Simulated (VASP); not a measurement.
# LaB6: B into a neighbouring B vacancy, part 4 of 5

Aim: the barrier for one hop in LaB6: B into a neighbouring B vacancy. The start is a cell from a database of measured crystal structures.

VASP 6.6.1; PBE; plane waves and PAW (La, B).

So far. Step 2 (Relax the host): The run ended after 3 ionic steps, 0.017 eV below its first step, once forces and stress met EDIFFG = -0.02. Step 3 (Relax the start): The run ended after 13 ionic steps, 0.198 eV below its first step, once the forces on the free atoms met EDIFFG = -0.05.

### 4. Relax the end (continued)

Relaxation path:

```csv
step,energy less that of the first step (eV),largest force (eV/Å)
1,0.0000,1.5579
2,-0.1406,1.0596
3,-0.2188,0.5123
4,-0.2507,0.2510
5,-0.2509,0.2732
6,-0.2625,0.1979
7,-0.2634,0.2201
8,-0.2704,0.1027
9,-0.2705,0.1131
10,-0.2734,0.0869
11,-0.2737,0.1008
12,-0.2738,0.1415
13,-0.2738,0.1148
14,-0.2738,0.1282
15,-0.2755,0.0418
```

The atoms that moved most (Å):

```csv
atom,dx,dy,dz,length
B25,0.029,0.007,-0.059,0.066
B14,-0.026,0.023,0.043,0.055
B26,0.015,-0.003,0.044,0.047
B15,-0.009,-0.039,0.023,0.046
B13,-0.008,0.013,-0.043,0.046
B17,0.005,0.010,-0.042,0.044
B9,-0.006,0.011,0.035,0.037
La3,0.004,-0.012,-0.035,0.037
```

The relaxed structure:

```cif
data_structure
_symmetry_space_group_name_H-M 'P 1'
_symmetry_Int_Tables_number 1
_cell_length_a 7.1952
_cell_length_b 7.1952
_cell_length_c 7.1952
_cell_angle_alpha 109.471
_cell_angle_beta 109.471
_cell_angle_gamma 109.471
_cell_volume 286.76
loop_
_atom_site_label
_atom_site_type_symbol
_atom_site_fract_x
_atom_site_fract_y
_atom_site_fract_z
_atom_site_occupancy
La1 La 0.99734 0.99775 0.00097 1
La2 La 0.49703 0.49741 0.00040 1
La3 La 0.49660 0.99737 0.50011 1
La4 La 0.99709 0.49737 0.50007 1
B5 B 0.14456 0.14511 0.50106 1
B6 B 0.14903 0.64954 0.00028 1
B7 B 0.64882 0.14958 0.00024 1
B8 B 0.34904 0.35001 0.50093 1
B9 B 0.64992 0.65101 0.49941 1
B10 B 0.84991 0.35056 0.00016 1
B11 B 0.35047 0.85059 0.00061 1
B12 B 0.65015 0.50108 0.64995 1
B13 B 0.14559 0.99656 0.64932 1
B14 B 0.14841 0.49979 0.14980 1
B15 B 0.65190 0.00079 0.15196 1
B16 B 0.50050 0.65084 0.64998 1
B17 B 0.99652 0.14573 0.64989 1
B18 B 0.00001 0.65219 0.15164 1
B19 B 0.49877 0.14897 0.14958 1
B20 B 0.35002 0.50064 0.35042 1
B21 B 0.84777 0.99758 0.35121 1
B22 B 0.85025 0.49991 0.85048 1
B23 B 0.34849 0.00032 0.84876 1
B24 B 0.49922 0.35053 0.35022 1
B25 B 0.99668 0.84801 0.35110 1
B26 B 0.00021 0.34904 0.84890 1
B27 B 0.49959 0.85053 0.85093 1
```

This step gave:

```
electronic cycles       : 191
free energy (TOTEN)     : -185.8193 eV
energy at zero smearing : -185.8191 eV
```

The run ended after 15 ionic steps, 0.275 eV below its first step, once the forces on the free atoms met EDIFFG = -0.05.

### 5. Nudged elastic band

Images on a straight line between the ends relax across the path, while springs keep them spaced along it.

INCAR

```
SYSTEM = La4B23
PREC = Normal
ENCUT = 320
EDIFF = 1E-05
NELM = 120
ISMEAR = 1
SIGMA = 0.15
LREAL = Auto
ALGO = Fast
GGA = PE
NBANDS = 75
LASPH = .TRUE.
LWAVE = .FALSE.
LCHARG = .FALSE.
IMAGES = 5
SPRING = -5
IBRION = 3
POTIM = 0.15
NSW = 60
EDIFFG = -0.05
ISYM = 0
ISIF = 0
SMASS = 1
```

POSCAR

```
La4B23
1.0
   -4.1541656221      4.1541656221      4.1541656221
    4.1541656221     -4.1541656221      4.1541656221
    4.1541656221      4.1541656221     -4.1541656221
La B
4 23
Direct
    0.0018131043      0.0020266393      0.0008722979
    0.5012015947      0.5012516087      0.9992692945
    0.5013760104      0.0009326963      0.4995484686
    0.0018115216      0.5012037641      0.5000060628
    0.1499427775      0.1494981822      0.4999843086
    0.1486950044      0.6479086643      0.9998059631
    0.6479220991      0.1481272069      0.9996167757
    0.3545649324      0.3544590429      0.5001754697
    0.8472542866      0.8475592162      0.4988107548
    0.8490722465      0.3488188806      0.9993029074
    0.3494934167      0.8495274795      0.0003400811
    0.6514024009      0.5022177971      0.6494889991
    0.1474420140      0.9978675498      0.6491122470
    0.1497485268      0.4978419610      0.1511218613
    0.6488458902      0.9995052436      0.1491000298
    0.5012234119      0.6507799373      0.6495479225
    0.9977253852      0.1474600817      0.6486313712
    0.9994602424      0.6483001547      0.1489456805
    0.4981715608      0.1500669673      0.1518665928
    0.3525425102      0.5019113832      0.3510240797
    0.8487151977      0.9981409594      0.3493439242
    0.8472943129      0.4983498017      0.8482328021
    0.3490862980      0.9991472345      0.8506156590
    0.5024436306      0.3534405182      0.3512984283
    0.9981584952      0.8480869250      0.3495507249
    0.9987362276      0.3490208671      0.8495946025
    0.4979005286      0.8467911658      0.8483929222
```

KPOINTS

```
Automatic mesh
0
Gamma
3 3 3
0 0 0
```

00/POSCAR

```
La4B23
1.0
   -4.1541656221      4.1541656221      4.1541656221
    4.1541656221     -4.1541656221      4.1541656221
    4.1541656221      4.1541656221     -4.1541656221
La B
4 23
Direct
    0.0018131043      0.0020266393      0.0008722979
    0.5012015947      0.5012516087      0.9992692945
    0.5013760104      0.0009326963      0.4995484686
    0.0018115216      0.5012037641      0.5000060628
    0.1499427775      0.1494981822      0.4999843086
    0.1486950044      0.6479086643      0.9998059631
    0.6479220991      0.1481272069      0.9996167757
    0.3545649324      0.3544590429      0.5001754697
    0.8472542866      0.8475592162      0.4988107548
    0.8490722465      0.3488188806      0.9993029074
    0.3494934167      0.8495274795      0.0003400811
    0.6514024009      0.5022177971      0.6494889991
    0.1474420140      0.9978675498      0.6491122470
    0.1497485268      0.4978419610      0.1511218613
    0.6488458902      0.9995052436      0.1491000298
    0.5012234119      0.6507799373      0.6495479225
    0.9977253852      0.1474600817      0.6486313712
    0.9994602424      0.6483001547      0.1489456805
    0.4981715608      0.1500669673      0.1518665928
    0.3525425102      0.5019113832      0.3510240797
    0.8487151977      0.9981409594      0.3493439242
    0.8472943129      0.4983498017      0.8482328021
    0.3490862980      0.9991472345      0.8506156590
    0.5024436306      0.3534405182      0.3512984283
    0.9981584952      0.8480869250      0.3495507249
    0.9987362276      0.3490208671      0.8495946025
    0.4979005286      0.8467911658      0.8483929222
```

01/POSCAR

```
La4B23
1.0
   -4.1541656221      4.1541656221      4.1541656221
    4.1541656221     -4.1541656221      4.1541656221
    4.1541656221      4.1541656221     -4.1541656221
La B
4 23
Direct
    0.0010682358      0.0013140895      0.0008879147
    0.5005064433      0.5006110325      0.9994572393
    0.5005803138      0.0003383054      0.4996418962
    0.0010238465      0.5005643953      0.5000168271
    0.1490459713      0.1487667908      0.5001638172
    0.1487504177      0.6481807831      0.9998854756
    0.6480719570      0.1483697193      0.9997207716
    0.3536443326      0.3537183318      0.5003006332
    0.8143656848      0.8148017651      0.4989112366
    0.8492120244      0.3491093426      0.9994462934
    0.3496558752      0.8497048179      0.0003845599
    0.6511938716      0.5020275611      0.6495663871
    0.1471336216      0.9976501697      0.6491473035
    0.1495260915      0.4981666909      0.1509014805
    0.6493548222      0.9997187207      0.1495760317
    0.5011021896      0.6507902259      0.6496194537
    0.9975248765      0.1471711420      0.6488417149
    0.9995524094      0.6489483981      0.1493943802
    0.4982712064      0.1498841862      0.1514851584
    0.3521227794      0.5016987838      0.3509240436
    0.8485582300      0.9980470011      0.3496544069
    0.8477870186      0.4986098623      0.8486072164
    0.3489862153      0.9993430438      0.8503068446
    0.5019062218      0.3529562346      0.3511190994
    0.9979115700      0.8480735094      0.3498090083
    0.9989824601      0.3490243711      0.8494791177
    0.4981817646      0.8474140590      0.8488150525
```

02/POSCAR

```
La4B23
1.0
   -4.1541656221      4.1541656221      4.1541656221
    4.1541656221     -4.1541656221      4.1541656221
    4.1541656221      4.1541656221     -4.1541656221
La B
4 23
Direct
    0.0003233674      0.0006015397      0.0009035316
    0.4998112919      0.4999704564      0.9996451841
    0.4997846172     -0.0002560856      0.4997353238
    0.0002361714      0.4999250265      0.5000275913
    0.1481491650      0.1480353994      0.5003433258
    0.1488058309      0.6484529019      0.9999649882
    0.6482218149      0.1486122316      0.9998247674
    0.3527237327      0.3529776206      0.5004257967
    0.7814770830      0.7820443140      0.4990117184
    0.8493518022      0.3493998046      0.9995896794
    0.3498183336      0.8498821564      0.0004290387
    0.6509853424      0.5018373250      0.6496437750
    0.1468252291      0.9974327897      0.6491823599
    0.1493036562      0.4984914207      0.1506810997
    0.6498637542      0.9999321978      0.1500520335
    0.5009809673      0.6508005145      0.6496909849
    0.9973243678      0.1468822023      0.6490520586
    0.9996445765      0.6495966415      0.1498430800
    0.4983708519      0.1497014051      0.1511037239
    0.3517030486      0.5014861844      0.3508240076
    0.8484012624      0.9979530427      0.3499648896
    0.8482797243      0.4988699229      0.8489816307
    0.3488861327      0.9995388530      0.8499980302
    0.5013688131      0.3524719509      0.3509397706
    0.9976646447      0.8480600937      0.3500672917
    0.9992286925      0.3490278752      0.8493636330
    0.4984630005      0.8480369522      0.8492371827
```

03/POSCAR

```
La4B23
1.0
   -4.1541656221      4.1541656221      4.1541656221
    4.1541656221     -4.1541656221      4.1541656221
    4.1541656221      4.1541656221     -4.1541656221
La B
4 23
Direct
   -0.0004215011     -0.0001110102      0.0009191484
    0.4991161406      0.4993298802      0.9998331290
    0.4989889206     -0.0008504765      0.4998287514
   -0.0005515037      0.4992856577      0.5000383556
    0.1472523588      0.1473040080      0.5005228344
    0.1488612442      0.6487250206      1.0000445007
    0.6483716728      0.1488547440      0.9999287632
    0.3518031329      0.3522369095      0.5005509602
    0.7485884812      0.7492868629      0.4991122002
    0.8494915800      0.3496902667      0.9997330654
    0.3499807920      0.8500594948      0.0004735174
    0.6507768131      0.5016470890      0.6497211630
    0.1465168367      0.9972154096      0.6492174164
    0.1490812209      0.4988161506      0.1504607190
    0.6503726862      1.0001456750      0.1505280354
    0.5008597450      0.6508108031      0.6497625160
    0.9971238590      0.1465932626      0.6492624024
    0.9997367436      0.6502448850      0.1502917797
    0.4984704975      0.1495186240      0.1507222895
    0.3512833178      0.5012735850      0.3507239716
    0.8482442947      0.9978590844      0.3502753724
    0.8487724300      0.4991299836      0.8493560449
    0.3487860500      0.9997346623      0.8496892158
    0.5008314043      0.3519876672      0.3507604417
    0.9974177194      0.8480466780      0.3503255750
    0.9994749250      0.3490313792      0.8492481482
    0.4987442364      0.8486598454      0.8496593130
```

04/POSCAR

```
La4B23
1.0
   -4.1541656221      4.1541656221      4.1541656221
    4.1541656221     -4.1541656221      4.1541656221
    4.1541656221      4.1541656221     -4.1541656221
La B
4 23
Direct
   -0.0011663695     -0.0008235600      0.0009347652
    0.4984209892      0.4986893041      1.0000210738
    0.4981932241     -0.0014448674      0.4999221790
   -0.0013391788      0.4986462889      0.5000491199
    0.1463555526      0.1465726166      0.5007023429
    0.1489166575      0.6489971394      1.0001240132
    0.6485215308      0.1490972564      1.0000327591
    0.3508825331      0.3514961984      0.5006761237
    0.7156998795      0.7165294118      0.4992126819
    0.8496313579      0.3499807287      0.9998764515
    0.3501432505      0.8502368332      0.0005179962
    0.6505682838      0.5014568530      0.6497985510
    0.1462084443      0.9969980295      0.6492524729
    0.1488587856      0.4991408805      0.1502403382
    0.6508816181      1.0003591521      0.1510040373
    0.5007385228      0.6508210917      0.6498340472
    0.9969233503      0.1463043229      0.6494727461
    0.9998289106      0.6508931284      0.1507404794
    0.4985701430      0.1493358430      0.1503408551
    0.3508635871      0.5010609857      0.3506239355
    0.8480873270      0.9977651261      0.3505858551
    0.8492651358      0.4993900442      0.8497304592
    0.3486859673      0.9999304716      0.8493804014
    0.5002939955      0.3515033836      0.3505811128
    0.9971707942      0.8480332624      0.3505838584
    0.9997211575      0.3490348832      0.8491326634
    0.4990254724      0.8492827385      0.8500814433
```

05/POSCAR

```
La4B23
1.0
   -4.1541656221      4.1541656221      4.1541656221
    4.1541656221     -4.1541656221      4.1541656221
    4.1541656221      4.1541656221     -4.1541656221
La B
4 23
Direct
   -0.0019112380     -0.0015361098      0.0009503821
    0.4977258378      0.4980487280      1.0002090186
    0.4973975275     -0.0020392584      0.5000156066
   -0.0021268539      0.4980069201      0.5000598841
    0.1454587463      0.1458412252      0.5008818515
    0.1489720707      0.6492692582      1.0002035258
    0.6486713887      0.1493397687      1.0001367550
    0.3499619332      0.3507554872      0.5008012872
    0.6828112777      0.6837719607      0.4993131637
    0.8497711358      0.3502711907      1.0000198375
    0.3503057089      0.8504141717      0.0005624750
    0.6503597546      0.5012666169      0.6498759389
    0.1459000518      0.9967806495      0.6492875293
    0.1486363503      0.4994656103      0.1500199574
    0.6513905501      1.0005726292      0.1514800391
    0.5006173005      0.6508313803      0.6499055784
    0.9967228416      0.1460153832      0.6496830898
    0.9999210776      0.6515413718      0.1511891792
    0.4986697886      0.1491530619      0.1499594206
    0.3504438563      0.5008483863      0.3505238994
    0.8479303594      0.9976711677      0.3508963378
    0.8497578415      0.4996501048      0.8501048735
    0.3485858847      1.0001262808      0.8490715870
    0.4997565868      0.3510191000      0.3504017840
    0.9969238690      0.8480198468      0.3508421418
    0.9999673899      0.3490383873      0.8490171787
    0.4993067084      0.8499056317      0.8505035735
```

06/POSCAR

```
La4B23
1.0
   -4.1541656221      4.1541656221      4.1541656221
    4.1541656221     -4.1541656221      4.1541656221
    4.1541656221      4.1541656221     -4.1541656221
La B
4 23
Direct
   -0.0026561064     -0.0022486596      0.0009659989
    0.4970306864      0.4974081518      1.0003969634
    0.4966018309     -0.0026336493      0.5001090342
   -0.0029145290      0.4973675513      0.5000706484
    0.1445619401      0.1451098338      0.5010613601
    0.1490274840      0.6495413770      1.0002830383
    0.6488212466      0.1495822811      1.0002407508
    0.3490413334      0.3500147761      0.5009264507
    0.6499226759      0.6510145096      0.4994136455
    0.8499109136      0.3505616527      1.0001632235
    0.3504681674      0.8505915101      0.0006069538
    0.6501512253      0.5010763809      0.6499533269
    0.1455916594      0.9965632694      0.6493225858
    0.1484139150      0.4997903402      0.1497995766
    0.6518994821      1.0007861063      0.1519560410
    0.5004960782      0.6508416689      0.6499771096
    0.9965223329      0.1457264435      0.6498934335
    1.0000132447      0.6521896152      0.1516378789
    0.4987694341      0.1489702808      0.1495779862
    0.3500241255      0.5006357869      0.3504238634
    0.8477733917      0.9975772094      0.3512068205
    0.8502505472      0.4999101654      0.8504792878
    0.3484858020      1.0003220901      0.8487627726
    0.4992191780      0.3505348163      0.3502224551
    0.9966769437      0.8480064311      0.3511004252
    1.0002136224      0.3490418913      0.8489016939
    0.4995879443      0.8505285249      0.8509257038
```

Potentials, in the order of the species: La and B (PBE family, release 64).

The run is started by

```
mpirun -np 5 vasp_std
```

What it wrote:

```text
[banner, memory and clock lines left out]
running    5 mpi-ranks, on    1 nodes
 each image running on    1 cores
[...]
01/POSCAR found :  2 types and      27 ions
 LDA part: xc-table for (Slater+PW92), standard interpolation
[...]
00/POSCAR found :  2 types and      27 ions
[...]
06/POSCAR found :  2 types and      27 ions
 POSCAR, INCAR and KPOINTS ok, starting setup
[...]
entering main loop
       N       E                     dE             d eps       ncg     rms          rms(c)
DAV:   1     0.103138188487E+04    0.10314E+04   -0.28593E+04  2116   0.129E+03
DAV:   2     0.130550736002E+03   -0.90083E+03   -0.83066E+03  2556   0.340E+02
DAV:   3    -0.163416721894E+03   -0.29397E+03   -0.28010E+03  3324   0.173E+02
DAV:   4    -0.199228435607E+03   -0.35812E+02   -0.34461E+02  3657   0.908E+01
[...]
RMM:  16    -0.185306929766E+03   -0.44819E-02   -0.47455E-02  3560   0.481E-01    0.119E-01
RMM:  17    -0.185309756086E+03   -0.28263E-02   -0.33293E-02  3546   0.437E-01    0.732E-02
RMM:  18    -0.185312368415E+03   -0.26123E-02   -0.28568E-02  3543   0.384E-01    0.771E-02
WARNING in EDDRMM: call to ZHEGV failed, returncode =   6  3     29
RMM:  19    -0.185314268912E+03   -0.19005E-02   -0.20910E-02  3525   0.345E-01    0.788E-02
RMM:  20    -0.185315935041E+03   -0.16661E-02   -0.17543E-02  3530   0.311E-01    0.114E-01
RMM:  21    -0.185316988444E+03   -0.10534E-02   -0.13101E-02  3533   0.285E-01    0.695E-02
RMM:  22    -0.185317955449E+03   -0.96701E-03   -0.10871E-02  3525   0.255E-01    0.597E-02
RMM:  23    -0.185318685067E+03   -0.72962E-03   -0.81837E-03  3521   0.230E-01    0.475E-02
WARNING in EDDRMM: call to ZHEGV failed, returncode =   8  4     27
RMM:  24    -0.185319297135E+03   -0.61207E-03   -0.66940E-03  3463   0.207E-01    0.467E-02
RMM:  25    -0.185319775664E+03   -0.47853E-03   -0.52628E-03  3432   0.190E-01    0.430E-02
WARNING in EDDRMM: call to ZHEGV failed, returncode =   8  4     43
RMM:  26    -0.185320149343E+03   -0.37368E-03   -0.41635E-03  3451   0.175E-01    0.321E-02
RMM:  27    -0.185320456902E+03   -0.30756E-03   -0.33586E-03  3426   0.160E-01    0.260E-02
RMM:  28    -0.185320698018E+03   -0.24112E-03   -0.26391E-03  3383   0.146E-01    0.251E-02
RMM:  29    -0.185320897850E+03   -0.19983E-03   -0.21832E-03  3341   0.136E-01    0.175E-02
RMM:  30    -0.185321053654E+03   -0.15580E-03   -0.17029E-03  3289   0.125E-01    0.164E-02
RMM:  31    -0.185321185314E+03   -0.13166E-03   -0.14397E-03  3212   0.118E-01    0.105E-02
RMM:  32    -0.185321288354E+03   -0.10304E-03   -0.11278E-03  3164   0.110E-01    0.981E-03
WARNING in EDDRMM: call to ZHEGV failed, returncode =   6  3     17
RMM:  33    -0.185321375100E+03   -0.86745E-04   -0.94230E-04  3118   0.105E-01    0.781E-03
[...]
31 F= -.18571078E+03 E0= -.18570920E+03  d E =-.857953E-02
[...]
WARNING in EDDRMM: call to ZHEGV failed, returncode =   8  4     47
WARNING in EDDRMM: call to ZHEGV failed, returncode =   8  4     44
WARNING in EDDRMM: call to ZHEGV failed, returncode =   8  4     44
  36 F= -.18578458E+03 E0= -.18578377E+03  d E =-.171300E-01
[...]
WARNING in EDDRMM: call to ZHEGV failed, returncode =   6  3     32
WARNING in EDDRMM: call to ZHEGV failed, returncode =   6  3     38
[...]
WARNING in EDDRMM: call to ZHEGV failed, returncode =   6  3     48
[...]
WARNING in EDDRMM: call to ZHEGV failed, returncode =   8  4     49
[...]
WARNING in EDDRMM: call to ZHEGV failed, returncode =   6  3     43
[...]
WARNING in EDDRMM: call to ZHEGV failed, returncode =   8  4     39
[...]
WARNING in EDDRMM: call to ZHEGV failed, returncode =   6  3     44
[...]
WARNING in EDDRMM: call to ZHEGV failed, returncode =   6  3     47
WARNING in EDDRMM: call to ZHEGV failed, returncode =   8  4     54
[...]
WARNING in EDDRMM: call to ZHEGV failed, returncode =   6  3     50
[...]
WARNING in EDDRMM: call to ZHEGV failed, returncode =   8  4     50
[...]
WARNING in EDDRMM: call to ZHEGV failed, returncode =   8  4     37
  41 F= -.18581348E+03 E0= -.18581374E+03  d E =0.221615E-02
[...]
WARNING in EDDRMM: call to ZHEGV failed, returncode =   6  3     22
WARNING in EDDRMM: call to ZHEGV failed, returncode =   6  3     59
[...]
WARNING in EDDRMM: call to ZHEGV failed, returncode =   8  4     51
[...]
WARNING in EDDRMM: call to ZHEGV failed, returncode =   6  3     25
[...]
WARNING in EDDRMM: call to ZHEGV failed, returncode =   8  4     43
[...]
WARNING in EDDRMM: call to ZHEGV failed, returncode =   6  3     41
  46 F= -.18581841E+03 E0= -.18581805E+03  d E =0.537204E-03
[...]
WARNING in EDDRMM: call to ZHEGV failed, returncode =   6  3     20
[...]
WARNING in EDDRMM: call to ZHEGV failed, returncode =   8  4     54
WARNING in EDDRMM: call to ZHEGV failed, returncode =   8  4     37
  51 F= -.18581744E+03 E0= -.18581696E+03  d E =-.530285E-03
[...]
WARNING in EDDRMM: call to ZHEGV failed, returncode =   6  3     34
[...]
WARNING in EDDRMM: call to ZHEGV failed, returncode =   6  3     28
  56 F= -.18581962E+03 E0= -.18581946E+03  d E =0.220703E-03
[...]
WARNING in EDDRMM: call to ZHEGV failed, returncode =   6  3     47
WARNING in EDDRMM: call to ZHEGV failed, returncode =   6  3     43
[...]
WARNING in EDDRMM: call to ZHEGV failed, returncode =   8  4     51
[...]
WARNING in EDDRMM: call to ZHEGV failed, returncode =   6  3     21
[...]
WARNING in EDDRMM: call to ZHEGV failed, returncode =   6  3     54
[...]
WARNING in EDDRMM: call to ZHEGV failed, returncode =   6  3     29
  59 F= -.18581873E+03 E0= -.18581854E+03  d E =0.519587E-04
[...]
WARNING in EDDRMM: call to ZHEGV failed, returncode =   6  3     26
  60 F= -.18581871E+03 E0= -.18581850E+03  d E =0.177348E-04
damped:  g(F)=  0.511E-01 g(S)=  0.000E+00 dE (1.order)=-0.110E+00
```

Elapsed: 62 min, on 5 MPI ranks of AMD EPYC 9R14 (Zen 4), shared host; peak memory 1.2 GiB.

(Part 4 of 5 ends here.)

[Lines on the potential files, build, host, timing and source positions are cut from VASP's logs without a mark.]

[Logs are printed without paths, hosts, clocks, repeated set-up lines and the standing remarks that a program may print on its own settings, such as how far it seeks lower states.]

[Hosts, paths, dates, database ids (printed as entryN), source tags and the programs' standing remarks are cut or masked in the printed files.]

[Runs that stopped without an error message from VASP are left out.]
